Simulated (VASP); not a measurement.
Input of a VASP 6.6.1 run:

Contents of INCAR:

```
PREC = Accurate
ENCUT = 520
EDIFF = 1E-7
ISMEAR = -1
SIGMA = 0.1
LREAL = False
LASPH = True
NELM = 100
ALGO = Fast
ISIF = 2
LWAVE = False
LCHARG = False
NBANDS = 12
```

KPOINTS

```
regular mesh
0
Gamma
  6 6 6
```

File POSCAR:

```
LiCl
1.0
   -0.0303159000      2.7400205600      2.7500152600
    2.6750328400      0.0449025100      2.6747968400
    2.7181754400      2.7079447400      0.0017599100
Li Cl
1 1
Direct
    0.9617030000      0.0148030000      0.9928190000
    0.4902750000      0.4634250000      0.5535850000
```

Potentials or basis: VASP PAW LDA potentials, release 64 (Li_sv, Cl).

The run is started by

```console
$ cat potpaw_LDA.64/Li_sv/POTCAR potpaw_LDA.64/Cl/POTCAR > POTCAR
$ mpirun -np 1 vasp_std > vasp.out
```

(1) Estimate the largest force.

(2) Predict the band gap on the k mesh.

## Answers

(1) 0.035 eV/Å.

(2) 5.07 eV, direct.
